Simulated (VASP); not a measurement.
A run of VASP 6.6.1 is set up as follows.

The input POSCAR:

```
Si
1.0
    0.0144304315      2.7282245685      2.7056858789
    2.7282245685      0.0144304315      2.7056858789
    2.7426550000      2.7426550000      0.0000000000
Si
2
Direct
    0.0006819000      0.0006819000      0.9993180000
    0.2493180000      0.2493180000      0.2506820000
```

INCAR.step1

```
SYSTEM = Si
PREC = Accurate
ENCUT = 600
EDIFF = 1E-8
ISMEAR = 0
SIGMA = 0.01
LREAL = .False.
LASPH = .True.
NELM = 100
ALGO = Fast
ISIF = 3
LWAVE = .False.
LCHARG = .False.
IBRION = 2
NSW = 40
EDIFFG = -0.002
```

INCAR.step2

```
SYSTEM = Si
PREC = Accurate
ENCUT = 600
EDIFF = 1E-8
ISMEAR = 0
SIGMA = 0.01
LREAL = .False.
LASPH = .True.
NELM = 100
ALGO = Fast
ISIF = 2
LWAVE = .False.
LCHARG = .False.
IBRION = 8
NSW = 1
```

KPOINTS

```
Automatic mesh
0
Gamma
  10 10 10
  0 0 0
```

Potentials or basis: VASP PAW LDA potentials, release 64 (Si).

The run is started by

```bash
$ cat potpaw_LDA.64/Si/POTCAR > POTCAR
$ cp INCAR.step1 INCAR
$ mpirun -np 1 vasp_std > vasp.out
$ cp CONTCAR POSCAR
$ cp INCAR.step2 INCAR
$ mpirun -np 1 vasp_std > vasp.out
```

**Question.** Predict the highest phonon frequency at Γ.

**Answer.** 513 cm⁻¹.

**Question.** Predict the relaxed volume.

**Answer.** 19.72 Å³/atom.

Step by step:
```
step  energy change (eV)  largest force (eV/Å)  pressure (GPa)  volume (Å³)
   1              0.0000                0.0002           -1.96        40.28
   2             -0.0038                0.0921            1.47        38.85
   3             -0.0063                0.0532            0.09        39.39
   4             -0.0068                0.0128            0.05        39.41
   5             -0.0068                0.0159            0.02        39.42
   6             -0.0068                0.0134           -0.02        39.44
   7             -0.0069                0.0012            0.00        39.43
```
